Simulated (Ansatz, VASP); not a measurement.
AgCl: VASP beside Ansatz

```
Ag Cl
1.0
     3.85198    0.00000    0.00000
     0.00000    5.44752    0.00000
     0.00000    0.00000    3.85198
Ag Cl
2 2
Direct
  0.00000 0.00000 0.00000
  0.50000 0.50000 0.50000
  0.00000 0.50000 0.00000
  0.50000 0.00000 0.50000
```

Alike in both runs: task single point; functional PBEsol; k mesh 8 × 6 × 8; occupations gaussian, width 0.05 eV; no spin polarisation.

```csv
,VASP,Ansatz
version,VASP 6.6.1,Ansatz 0.2.0
potentials or method,"VASP PAW PBE potentials, release 64 (Ag, Cl)","scalar-relativistic, plane waves, PAW"
plane-wave cutoff (eV),520,420
valence electrons in the cell,36,52
```

VASP gave:

- gap on the k mesh at the Fermi level (eV): 0.72
- least direct gap on the mesh (eV): 2.74
- pressure (GPa): -0.1

Q: Which values does Ansatz return?

A: gap on the k mesh at the Fermi level (eV): 0.72; least direct gap on the mesh (eV): 2.75; pressure (GPa): 0.0.

The two sets of potentials don't hold the same shells in valence.

Caveats: the PAW data sets were made with another functional, which shifts forces and pressure a little (VASP). A k mesh can miss the band edges.
